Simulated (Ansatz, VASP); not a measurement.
# Ge: VASP beside Ansatz

```
Ge
1.0
    -1.84523    1.84523    1.84523
     1.84523   -1.84523    1.84523
     1.84523    1.84523   -1.84523
Ge
1
Direct
  0.00000 0.00000 0.00000
```

Alike in both runs: task relaxation of cell and atoms; functional PBEsol; k mesh 6 × 6 × 6; occupations gaussian, width 0.1 eV; no spin polarisation.

```csv
,VASP,Ansatz
version,VASP 6.6.1,Ansatz 0.2.0
potentials or method,"VASP PAW PBE potentials, release 64 (Ge_d)","scalar-relativistic, plane waves, PAW"
plane-wave cutoff (eV),600,420
valence electrons in the cell,14,14
```

Ansatz gave:

| Property | Result |
| --- | --- |
| gap on the k mesh at the Fermi level, each at its own relaxed structure (eV) | none |
| relaxed volume (Å³/atom) | 18.30 |
| relaxed cell length with the largest relative difference (Å) | 2.875 |
| energy change over the relaxation (meV/atom) | -347 |

Problem. Estimate VASP's values.

Solution. gap on the k mesh at the Fermi level, each at its own relaxed structure (eV): none; relaxed volume (Å³/atom): 18.30; relaxed cell length with the largest relative difference (Å): 2.876; energy change over the relaxation (meV/atom): -346.

A gap of «none» marks a metal or a gap that the smearing closes.

Caveats: the k mesh is coarse (spacing up to 0.40 Å⁻¹), so the values aren't converged; the volume moved by over 15 % at a fixed basis, so the end points are rough (VASP); the PAW data sets were made with another functional, which shifts forces and pressure a little (VASP).
